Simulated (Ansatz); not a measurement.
# Eigenvalues along a path: B (beta tin type)

```xyz
2
Lattice="-1.5056 1.5056 0.7049 1.5056 -1.5056 0.7049 1.5056 1.5056 -0.7049" Properties=species:S:1:pos:R:3 pbc="T T T"
B     0.0000   -0.7528   -0.1762
B     0.0000    0.7528    0.1762
```

The cell comes from a relaxation on PAW files under the same functional, begun from a prototype that needn't be the stable phase.

All numbers are PBE results (scalar-relativistic) from Ansatz 0.2.0, with a Γ-centred 21×21×21 k mesh, Fermi–Dirac smearing of 0.05 eV, no spin polarisation. Methods: LAPW: all electrons, basis error target 1 meV/atom.

This run: volume at 0.4 of the series' base cell.

Path points, in fractions of the reciprocal vectors: Γ (0.000, 0.000, 0.000), X (0.000, 0.000, 0.500), M (-0.500, 0.500, 0.500), Z (0.305, 0.305, -0.305), Z0 (-0.305, 0.695, 0.305), P (0.250, 0.250, 0.250). The distance column jumps between branches of the path. Levels in eV from the Fermi level; bands 3 to 7, counted from the lowest band of the run. The gap is zero, the pressure 589.5 GPa.

```
# k(1/Å) point b3 b4 b5 b6 b7
0.000 Γ -25.78 -6.40 -6.40 6.02 11.20
0.369 - -25.44 -8.76 -5.90 8.33 12.42
0.738 - -24.38 -12.91 -4.42 10.38 11.03
1.107 - -22.60 -16.82 -1.94 5.85 11.73
1.475 X -20.08 -20.08 1.49 1.49 13.35
1.844 - -19.81 -19.81 -0.65 -0.65 16.10
2.213 - -19.05 -19.05 -4.32 -4.32 21.28
2.582 - -18.05 -18.05 -7.35 -7.35 25.76
2.951 M -17.51 -17.51 -8.60 -8.60 27.62
3.473 - -19.88 -16.55 -8.35 -4.60 23.53
3.994 - -23.04 -13.75 -7.67 3.35 17.50
4.516 - -25.09 -9.50 -6.82 11.15 12.93
5.038 Γ -25.78 -6.40 -6.40 6.02 11.20
5.717 - -24.62 -4.78 -4.78 7.77 8.33
6.396 - -21.19 -0.17 -0.17 2.73 13.03
7.075 - -15.89 -2.14 2.02 2.02 7.59
7.754 Z -10.25 -6.54 -6.54 -5.39 5.43
10.058 Z0 -10.25 -6.54 -6.54 -5.39 5.43
10.493 - -11.27 -11.27 -8.39 -6.79 8.14
10.928 - -14.72 -14.72 -8.16 -7.78 14.26
11.363 - -16.81 -16.81 -8.45 -8.39 22.51
11.798 M -17.51 -17.51 -8.60 -8.60 27.62
13.274 X -20.08 -20.08 1.49 1.49 13.35
13.831 - -19.21 -19.21 2.54 2.54 12.30
14.388 - -16.71 -16.71 5.19 5.19 9.13
14.945 - -13.06 -13.06 2.51 2.51 11.40
15.502 P -10.57 -10.57 -0.60 -0.60 14.97
```
